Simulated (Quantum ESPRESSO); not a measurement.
# LiH (Fm-3m) in Quantum ESPRESSO: further runs, part 2 of 3

Quantum ESPRESSO 7.5.

**3. Phonons, PBE**

pw.in reads:

```
&CONTROL
  calculation = 'scf'
  prefix = 'pwscf'
  outdir = './tmp'
  pseudo_dir = './pseudo'
  tprnfor = .true.
  tstress = .true.
  disk_io = 'low'
/
&SYSTEM
  ibrav = 0
  A = 2.88039947
  nat = 2
  ntyp = 2
  ecutwfc = 74
  nbnd = 7
  occupations = 'smearing'
  smearing = 'fd'
  degauss = 0.00367493
/
&ELECTRONS
  conv_thr = 4d-10
  electron_maxstep = 120
  mixing_beta = 0.5
/
ATOMIC_SPECIES
Li     6.9400 Li.upf
H      1.0080 H.upf
CELL_PARAMETERS alat
   0.0000000000    0.7071067820    0.7071067820
   0.7071067820    0.0000000000    0.7071067820
   0.7071067820    0.7071067820    0.0000000000
ATOMIC_POSITIONS alat
Li     0.0000000000    0.0000000000    0.0000000000
H      0.7071067820    0.7071067820    0.7071067820
K_POINTS automatic
6 6 6 1 1 1
```

scf2.in reads:

```
&CONTROL
  calculation = 'scf'
  prefix = 'pwscf'
  outdir = './tmp'
  pseudo_dir = './pseudo'
  tprnfor = .true.
  tstress = .true.
  disk_io = 'low'
/
&SYSTEM
  ibrav = 0
  A = 2.88039947
  nat = 2
  ntyp = 2
  ecutwfc = 74
  nbnd = 7
  occupations = 'fixed'
/
&ELECTRONS
  conv_thr = 1d-13
  electron_maxstep = 120
  mixing_beta = 0.5
  startingpot = 'file'
  startingwfc = 'file'
/
ATOMIC_SPECIES
Li     6.9400 Li.upf
H      1.0080 H.upf
CELL_PARAMETERS alat
   0.0000000000    0.7071067820    0.7071067820
   0.7071067820    0.0000000000    0.7071067820
   0.7071067820    0.7071067820    0.0000000000
ATOMIC_POSITIONS alat
Li     0.0000000000    0.0000000000    0.0000000000
H      0.7071067820    0.7071067820    0.7071067820
K_POINTS automatic
6 6 6 1 1 1
```

ph.in reads:

```
phonons of LiH
&INPUTPH
  prefix = 'pwscf'
  outdir = './tmp'
  tr2_ph = 1d-18
  fildyn = 'dyn'
  niter_ph = 90
  alpha_mix(1) = 0.7
  epsil = .true.
/
0.0000000000 0.0000000000 0.0000000000
```

dynmat.in reads:

```
&INPUT
  fildyn = 'dyn'
  asr = 'crystal'
  lperm = .true.
  filout = 'dynmat.disp'
  fileig = 'dynmat.eig'
/
```

dynmat_lo.in reads:

```
&INPUT
  fildyn = 'dyn'
  asr = 'crystal'
  filout = 'dynmat_lo.disp'
  fileig = 'dynmat_lo.eig'
  q(1) = 0
  q(2) = 0
  q(3) = 1
/
```

Potentials or basis: PseudoDojo 0.4.1 SR PBE standard.

Run with:

```sh
$ OMP_NUM_THREADS=1 pw.x -in pw.in > pw.out
$ OMP_NUM_THREADS=1 pw.x -in scf2.in > scf2.out
$ OMP_NUM_THREADS=1 ph.x -in ph.in > ph.out
$ OMP_NUM_THREADS=1 dynmat.x -in dynmat.in > dynmat.out
$ OMP_NUM_THREADS=1 dynmat.x -in dynmat_lo.in > dynmat_lo.out
```

pw.out:

```text
This program is part of the open-source Quantum ESPRESSO suite
     for quantum simulation of materials; please cite
[... 9 lines left out ...]
     --------------------
     sticks:   dense  smooth     PW     G-vecs:    dense   smooth      PW
     Sum         595     595    199                 9841     9841    1807

     Using Slab Decomposition

     bravais-lattice index     =            0
     lattice parameter (alat)  =       5.4432  a.u.
     unit-cell volume          =     114.0354 (a.u.)^3
     number of atoms/cell      =            2
     number of atomic types    =            2
     number of electrons       =         4.00
     number of Kohn-Sham states=            7
     kinetic-energy cutoff     =      74.0000  Ry
     charge density cutoff     =     296.0000  Ry
     scf convergence threshold =      4.0E-10
     mixing beta               =       0.5000
     number of iterations used =            8  plain     mixing
     Exchange-correlation= PBE
                           (   1   4   3   4   0   0   0)

     celldm(1)=   5.443166  celldm(2)=   0.000000  celldm(3)=   0.000000
     celldm(4)=   0.000000  celldm(5)=   0.000000  celldm(6)=   0.000000

     crystal axes: (cart. coord. in units of alat)
               a(1) = (   0.000000   0.707107   0.707107 )
               a(2) = (   0.707107   0.000000   0.707107 )
               a(3) = (   0.707107   0.707107   0.000000 )

     reciprocal axes: (cart. coord. in units 2 pi/alat)
               b(1) = ( -0.707107  0.707107  0.707107 )
               b(2) = (  0.707107 -0.707107  0.707107 )
               b(3) = (  0.707107  0.707107 -0.707107 )

     PseudoPot. # 1 for Li read from file:
     Li.upf
     Pseudo is Norm-conserving, Zval =  3.0
     Generated using ONCVPSP code by D. R. Hamann
     Using radial grid of 1944 points,  4 beta functions with:
                l(1) =   0
                l(2) =   0
                l(3) =   1
                l(4) =   1

     PseudoPot. # 2 for H  read from file:
     H.upf
     Pseudo is Norm-conserving, Zval =  1.0
     Generated using ONCVPSP code by D. R. Hamann
     Using radial grid of 1166 points,  3 beta functions with:
                l(1) =   0
                l(2) =   0
                l(3) =   1

     atomic species   valence    mass     pseudopotential
     Li                3.00     6.94000     Li( 1.00)
     H                 1.00     1.00800     H ( 1.00)

     48 Sym. Ops., with inversion, found

   Cartesian axes

     site n.     atom                  positions (alat units)
         1        Li     tau(   1) = (   0.0000000   0.0000000   0.0000000  )
         2        H      tau(   2) = (   0.7071068   0.7071068   0.7071068  )

     number of k points=    28  Fermi-Dirac smearing, width (Ry)=  0.0037
                       cart. coord. in units 2pi/alat
        k(    1) = (   0.0589256   0.0589256   0.0589256), wk =   0.0185185
        k(    2) = (   0.1767767   0.1767767  -0.0589256), wk =   0.0555556
        k(    3) = (   0.2946278   0.2946278  -0.1767767), wk =   0.0555556
        k(    4) = (  -0.2946278  -0.2946278   0.4124790), wk =   0.0555556
        k(    5) = (  -0.1767767  -0.1767767   0.2946278), wk =   0.0555556
        k(    6) = (  -0.0589256  -0.0589256   0.1767767), wk =   0.0555556
[... 20 lines left out ...]
        k(   27) = (   0.2946278   0.2946278   0.2946278), wk =   0.0185185
        k(   28) = (  -0.2946278  -0.2946278   0.8838835), wk =   0.0555556

     Dense  grid:     9841 G-vectors     FFT dimensions: (  30,  30,  30)

     Initial potential from superposition of free atoms

     starting charge       3.9954, renormalised to       4.0000
     Starting wfcs are    3 randomized atomic wfcs +    4 random wfcs

     Self-consistent Calculation

     iteration #  1     ecut=    74.00 Ry     beta= 0.50
     Davidson diagonalization with overlap
     ethr =  1.00E-02,  avg # of iterations =  6.1

     total energy              =     -15.63467440 Ry
     estimated scf accuracy    <       0.05124132 Ry

     iteration #  2     ecut=    74.00 Ry     beta= 0.50
     Davidson diagonalization with overlap
     ethr =  1.28E-03,  avg # of iterations =  1.0
[... 29 lines left out ...]
     total energy              =     -15.63571685 Ry
     estimated scf accuracy    <          4.1E-10 Ry

     iteration #  7     ecut=    74.00 Ry     beta= 0.50
     Davidson diagonalization with overlap
     ethr =  1.02E-11,  avg # of iterations =  1.0

     End of self-consistent calculation

          k = 0.0589 0.0589 0.0589 (  1243 PWs)   bands (ev):

   -43.9011  -4.7416  14.9268  17.0182  17.5255  17.5255  21.8613

          k = 0.1768 0.1768-0.0589 (  1236 PWs)   bands (ev):

   -43.8891  -4.1067  11.6539  13.8791  16.4978  18.1009  21.9293

          k = 0.2946 0.2946-0.1768 (  1223 PWs)   bands (ev):
[... 49 lines left out ...]
   -43.8645  -2.0252   5.9509  11.1101  14.4732  16.2709  21.4504

          k =-0.6482 0.0589 0.0589 (  1223 PWs)   bands (ev):

   -43.8542   0.0324   3.9636  10.1089  11.1616  15.2688  17.1212

          k =-0.5303 0.1768-0.0589 (  1226 PWs)   bands (ev):

   -43.8594  -1.2632   6.1799   8.9409  12.0966  16.8407  18.9864

          k =-0.4125 0.0589 0.0589 (  1239 PWs)   bands (ev):

   -43.8711  -2.7471   8.8746  11.7235  12.5959  16.6402  17.4974

          k = 0.1768 0.1768 0.1768 (  1227 PWs)   bands (ev):

   -43.8844  -3.8149   9.8535  14.9884  16.6055  16.6055  21.9835
[... 31 lines left out ...]
   -43.8677  -2.4105   5.8362  13.7998  16.4148  16.4148  19.4123

          k =-0.2946-0.2946 0.8839 (  1217 PWs)   bands (ev):

   -43.8615  -1.6139   5.4022  10.3255  14.5054  15.6980  22.1868

     the Fermi energy is     1.9195 ev

!    total energy              =     -15.63571685 Ry
     estimated scf accuracy    <          8.3E-11 Ry
     smearing contrib. (-TS)   =       0.00000000 Ry
     internal energy E=F+TS    =     -15.63571685 Ry

     The total energy is F=E-TS. E is the sum of the following terms:
     one-electron contribution =      -8.01388290 Ry
     hartree contribution      =       3.28939575 Ry
     xc contribution           =      -4.10577589 Ry
     ewald contribution        =      -6.80545381 Ry

     convergence has been achieved in   7 iterations

     Forces acting on atoms (cartesian axes, Ry/au):

     atom    1 type  1   force =    -0.00000000    0.00000000    0.00000000
     atom    2 type  2   force =    -0.00000000   -0.00000000    0.00000000

     Total force =     0.000000     Total SCF correction =     0.000000

     Computing stress (Cartesian axis) and pressure

          total   stress  (Ry/bohr**3)                   (kbar)     P=      -17.03
  -0.00011580  -0.00000000  -0.00000000          -17.03       -0.00       -0.00
  -0.00000000  -0.00011580  -0.00000000           -0.00      -17.03       -0.00
  -0.00000000  -0.00000000  -0.00011580           -0.00       -0.00      -17.03

=------------------------------------------------------------------------------=
   JOB DONE.
=------------------------------------------------------------------------------=
```

scf2.out:

```text
This program is part of the open-source Quantum ESPRESSO suite
     for quantum simulation of materials; please cite
[... 9 lines left out ...]
     --------------------
     sticks:   dense  smooth     PW     G-vecs:    dense   smooth      PW
     Sum         595     595    199                 9841     9841    1807
[... 262 lines left out ...]
  -0.00011578  -0.00000000  -0.00000000          -17.03       -0.00       -0.00
  -0.00000000  -0.00011578  -0.00000000           -0.00      -17.03       -0.00
  -0.00000000  -0.00000000  -0.00011578           -0.00       -0.00      -17.03

=------------------------------------------------------------------------------=
   JOB DONE.
=------------------------------------------------------------------------------=
```

ph.out:

```text
This program is part of the open-source Quantum ESPRESSO suite
     for quantum simulation of materials; please cite
         "P. Giannozzi et al., J. Phys.:Condens. Matter 21 395502 (2009);
         "P. Giannozzi et al., J. Phys.:Condens. Matter 29 465901 (2017);
         "P. Giannozzi et al., J. Chem. Phys. 152 154105 (2020);
     in publications or presentations arising from this work. More details at

[... 295 lines left out ...]

     INITIALIZATION:

     DIELECTRIC CONSTANT AND EFFECTIVE CHARGES:

     DYNAMICAL MATRIX:

      Additional routines

=------------------------------------------------------------------------------=
   JOB DONE.
=------------------------------------------------------------------------------=
```

Run time: 13 s. Hardware: 1 thread of Intel Xeon 6975P-C (Granite Rapids), shared host; peak memory 0.05 GiB.

Results:

| Quantity | Value |
| --- | --- |
| Free energy | -212.7348 eV |
| Pressure after relaxing | -1.7 GPa |
| Electronic dielectric tensor (diagonal) | 4.14 |
| Born charges (mean of the diagonal) | Li +1.02; H -1.01 e |
| Highest phonon frequency at Γ, LO-TO splitting left out | 536 cm⁻¹ |
| Static dielectric tensor (diagonal) | 15.90 |

Phonon frequencies in cm⁻¹ (negative: imaginary):
```tsv
q point	frequencies
(0.000, 0.000, 0.000)	5 5 5 536 536 536
```

Electronic dielectric tensor:
```
4.14 0.00 0.00
0.00 4.14 0.00
0.00 0.00 4.14
```

Born effective charge tensors (e):
atom 1, Li
```
1.02 0.00 0.00
0.00 1.02 0.00
0.00 0.00 1.02
```
atom 2, H
```
-1.01  0.00  0.00
 0.00 -1.01  0.00
 0.00  0.00 -1.01
```

Optical modes at Γ, degenerate ones joined, polar ones without the macroscopic field:
```
cm⁻¹  components  symmetry  active in  IR intensity, summed ((D/Å)²/amu)
 536           3       T1u         IR                              80.46
```

Zone-centre frequencies without and with the macroscopic field along z (cm⁻¹):
```tsv
	optical modes in rising order
without	536 536 536
with the field	536 536 1052
```

Static dielectric tensor, electrons and zone-centre modes:
```
15.90  0.00  0.00
 0.00 15.90  0.00
 0.00  0.00 15.90
```

**4. Phonons, PBE**

Changes to pw.in since step 3:

```diff
@@ -14,3 +14,3 @@
   ntyp = 2
-  ecutwfc = 74
+  ecutwfc = 76
   nbnd = 7
```

Changes to scf2.in since step 3:

```diff
@@ -14,3 +14,3 @@
   ntyp = 2
-  ecutwfc = 74
+  ecutwfc = 76
   nbnd = 7
```

ph.in is that of step 3.

dynmat.in is that of step 3.

dynmat_lo.in is that of step 3.

Potentials or basis: Ansatz NC SR PBE.

Run with:

```sh
$ OMP_NUM_THREADS=1 pw.x -in pw.in > pw.out
$ OMP_NUM_THREADS=1 pw.x -in scf2.in > scf2.out
$ OMP_NUM_THREADS=1 ph.x -in ph.in > ph.out
$ OMP_NUM_THREADS=1 dynmat.x -in dynmat.in > dynmat.out
$ OMP_NUM_THREADS=1 dynmat.x -in dynmat_lo.in > dynmat_lo.out
```

pw.out:

```text
[... set-up lines left out ...]
     Self-consistent Calculation

     iteration #  1     ecut=    76.00 Ry     beta= 0.50
     Davidson diagonalization with overlap
     ethr =  1.00E-02,  avg # of iterations =  6.3

     total energy              =     -15.69626847 Ry
     estimated scf accuracy    <       0.05119145 Ry

     iteration #  2     ecut=    76.00 Ry     beta= 0.50
     Davidson diagonalization with overlap
     ethr =  1.28E-03,  avg # of iterations =  1.0

     total energy              =     -15.69673828 Ry
     estimated scf accuracy    <       0.00512074 Ry

     iteration #  3     ecut=    76.00 Ry     beta= 0.50
     Davidson diagonalization with overlap
     ethr =  1.28E-04,  avg # of iterations =  1.3
[... 8 lines left out ...]
     total energy              =     -15.69732152 Ry
     estimated scf accuracy    <       0.00000084 Ry

     iteration #  5     ecut=    76.00 Ry     beta= 0.50
     Davidson diagonalization with overlap
     ethr =  2.09E-08,  avg # of iterations =  1.0

     total energy              =     -15.69732164 Ry
     estimated scf accuracy    <       0.00000002 Ry

     iteration #  6     ecut=    76.00 Ry     beta= 0.50
     Davidson diagonalization with overlap
     ethr =  5.88E-10,  avg # of iterations =  1.8

     End of self-consistent calculation

          k = 0.0589 0.0589 0.0589 (  1273 PWs)   bands (ev):

   -43.9055  -4.7497  14.9204  17.0075  17.5124  17.5124  21.8462

          k = 0.1768 0.1768-0.0589 (  1291 PWs)   bands (ev):

   -43.8935  -4.1148  11.6437  13.8680  16.4879  18.0876  21.9114

          k = 0.2946 0.2946-0.1768 (  1277 PWs)   bands (ev):

   -43.8751  -2.7396   6.9138  12.7375  15.6595  16.8563  19.8037

          k =-0.2946-0.2946 0.4125 (  1268 PWs)   bands (ev):

   -43.8687  -2.0070   5.2843  12.6244  15.3498  16.0208  20.4477

          k =-0.1768-0.1768 0.2946 (  1283 PWs)   bands (ev):
[... 35 lines left out ...]
          k = 0.0589-0.4125 0.5303 (  1272 PWs)   bands (ev):

   -43.8605  -0.6371   5.4335   7.4112  12.6705  16.3571  23.7081

          k = 0.1768-0.2946 0.4125 (  1269 PWs)   bands (ev):

   -43.8689  -2.0330   5.9396  11.1004  14.4608  16.2595  21.4327

          k =-0.6482 0.0589 0.0589 (  1273 PWs)   bands (ev):

   -43.8586   0.0250   3.9534  10.0970  11.1500  15.2536  17.1102

          k =-0.5303 0.1768-0.0589 (  1273 PWs)   bands (ev):

   -43.8638  -1.2710   6.1700   8.9292  12.0845  16.8292  18.9712

          k =-0.4125 0.0589 0.0589 (  1282 PWs)   bands (ev):

   -43.8755  -2.7552   8.8655  11.7114  12.5837  16.6254  17.4847

          k = 0.1768 0.1768 0.1768 (  1287 PWs)   bands (ev):

   -43.8888  -3.8229   9.8425  14.9817  16.5921  16.5921  21.9653

          k = 0.2946 0.2946 0.0589 (  1283 PWs)   bands (ev):

   -43.8769  -2.9107   8.4892  10.5032  15.8443  16.7131  21.3724

          k =-0.2946-0.2946 0.6482 (  1280 PWs)   bands (ev):

   -43.8644  -1.3937   6.1582   8.2196  14.0421  15.7230  24.0225
[... 17 lines left out ...]
          k =-0.7660 0.1768 0.1768 (  1272 PWs)   bands (ev):

   -43.8592  -0.2641   4.7022   7.9339  12.1237  16.0639  21.0497

          k = 0.2946 0.2946 0.2946 (  1269 PWs)   bands (ev):

   -43.8721  -2.4183   5.8246  13.7936  16.4019  16.4019  19.3942

          k =-0.2946-0.2946 0.8839 (  1273 PWs)   bands (ev):

   -43.8659  -1.6215   5.3907  10.3155  14.4924  15.6874  22.1685

     the Fermi energy is     1.9055 ev

!    total energy              =     -15.69732164 Ry
     estimated scf accuracy    <          3.8E-10 Ry
     smearing contrib. (-TS)   =       0.00000000 Ry
     internal energy E=F+TS    =     -15.69732164 Ry

     The total energy is F=E-TS. E is the sum of the following terms:
     one-electron contribution =      -8.10923656 Ry
     hartree contribution      =       3.35861718 Ry
     xc contribution           =      -4.14124846 Ry
     ewald contribution        =      -6.80545381 Ry

     convergence has been achieved in   6 iterations

     Forces acting on atoms (cartesian axes, Ry/au):

     atom    1 type  1   force =     0.00000000    0.00000000    0.00000000
     atom    2 type  2   force =     0.00000000   -0.00000000   -0.00000000

     Total force =     0.000000     Total SCF correction =     0.000000

     Computing stress (Cartesian axis) and pressure

          total   stress  (Ry/bohr**3)                   (kbar)     P=      -16.95
  -0.00011523  -0.00000000  -0.00000000          -16.95       -0.00       -0.00
  -0.00000000  -0.00011523  -0.00000000           -0.00      -16.95       -0.00
  -0.00000000  -0.00000000  -0.00011523           -0.00       -0.00      -16.95

=------------------------------------------------------------------------------=
   JOB DONE.
=------------------------------------------------------------------------------=
```

ph.out:

```text
[... set-up lines left out ...]
     Self-consistent Calculation

      iter #   1 total cpu time :     5.1 secs   av.it.:   3.9
      thresh= 1.000E-02 alpha_mix =  0.700 |ddv_scf|^2 =  7.207E-09

      iter #   2 total cpu time :     5.5 secs   av.it.:   7.9
[... 98 lines left out ...]

     Mode symmetry, O_h (m-3m)  point group:

     freq (   1-   3) =         -4.1  [cm-1]   --> T_1u G_15  G_4- I
     freq (   4-   6) =        535.2  [cm-1]   --> T_1u G_15  G_4- I

     INITIALIZATION:

     DIELECTRIC CONSTANT AND EFFECTIVE CHARGES:

     DYNAMICAL MATRIX:

      Additional routines

=------------------------------------------------------------------------------=
   JOB DONE.
=------------------------------------------------------------------------------=
```

Wall time 14 s (1 thread of Intel Xeon 6975P-C (Granite Rapids), shared host); peak memory 0.05 GiB.

What came out:

- Free energy: -213.5729 eV
- Pressure after relaxing: -1.7 GPa
- Electronic dielectric tensor (diagonal): 4.14
- Born charges (mean of the diagonal): Li +1.02; H -1.01 e
- Highest phonon frequency at Γ, LO-TO splitting left out: 535 cm⁻¹
- Static dielectric tensor (diagonal): 15.97

Levels at points of the mesh, in eV from the valence-band top:
| k point | band 1 | band 2 | band 3 | band 4 | band 5 |
| --- | --- | --- | --- | --- | --- |
| (0.08, 0.08, 0.08) | -43.93 | -4.77 | 14.90 | 16.98 | 17.49 |

Phonon frequencies in cm⁻¹ (negative: imaginary):
```
              q point           frequencies
(0.000, 0.000, 0.000)  -4 -4 -4 535 535 535
```

Electronic dielectric tensor:
```
4.14 0.00 0.00
0.00 4.14 0.00
0.00 0.00 4.14
```

Born effective charge tensors (e):
atom 1, Li
```
1.02 0.00 0.00
0.00 1.02 0.00
0.00 0.00 1.02
```
atom 2, H
```
-1.01  0.00  0.00
 0.00 -1.01  0.00
 0.00  0.00 -1.01
```

Optical modes at Γ, degenerate ones joined, polar ones without the macroscopic field:
| cm⁻¹ | components | symmetry | active in | IR intensity, summed ((D/Å)²/amu) |
| --- | --- | --- | --- | --- |
| 535 | 3 | T1u | IR | 80.50 |

Zone-centre frequencies without and with the macroscopic field along z (cm⁻¹):
|  | optical modes in rising order |
| --- | --- |
| without | 535 535 535 |
| with the field | 535 535 1051 |

Static dielectric tensor, electrons and zone-centre modes:
```
15.97  0.00  0.00
 0.00 15.97  0.00
 0.00  0.00 15.97
```

(Part 2 of 3 ends here.)
